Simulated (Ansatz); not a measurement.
Bi:

```xyz
2
Lattice="3.4886 -3.1326 0.0000 3.4886 3.1326 0.0000 -1.2602 0.0000 3.1136" Properties=species:S:1:pos:R:3 pbc="T T T"
Bi    4.1738    0.0000    2.6695
Bi    1.5432    0.0000    0.4440
```

This isn't the form of Bi at room conditions, which is rhombohedral.

```yaml
Program: Ansatz 0.2.0
Task: relaxation of cell and atoms
Functional: r2SCAN
Dispersion: D3(BJ)-ATM
Potentials_or_basis: Ansatz PAW
Cutoff: "500 eV (not typed: the program's choice for these potentials)"
k_mesh: 6 × 6 × 9
Occupations: fermi-dirac, width 0.05 eV
Spin: no spin polarisation
```

At the start: volume 34.03 Å³/atom.

How do energy, volume and symmetry change on relaxing?

It ends after 6 steps and the volume is 33.11 Å³/atom (-2.7 %); space group C2/m (No. 12, to 0.05 Å).

The path:
```tsv
step	energy change (eV)	largest force (eV/Å)	volume (Å³)
1	0.0000	0.1468	68.05
2	-0.0116	0.0519	64.88
3	-0.0164	0.0303	66.11
4	-0.0167	0.0210	66.12
5	-0.0170	0.0026	66.21
6	-0.0167	0.0026	66.21
```

Final structure:
```cif
data_structure
_symmetry_space_group_name_H-M 'P 1'
_symmetry_Int_Tables_number 1
_cell_length_a 4.6293
_cell_length_b 4.6293
_cell_length_c 3.3528
_cell_angle_alpha 106.171
_cell_angle_beta 106.171
_cell_angle_gamma 83.208
_cell_volume 66.21
loop_
_atom_site_label
_atom_site_type_symbol
_atom_site_fract_x
_atom_site_fract_y
_atom_site_fract_z
_atom_site_occupancy
Bi1 Bi 0.75784 0.75784 0.85951 1
Bi2 Bi 0.24216 0.24216 0.14049 1
```

Caveat: the plane-wave basis is chosen anew once the cell has moved, so the energies of steps on either side of that aren't comparable; pairwise dispersion overbinds metals, which lowers pressure and volume; the PAW data sets come from PBE, with cores solved anew for the run's functional, which leaves a small shift of forces and pressure.
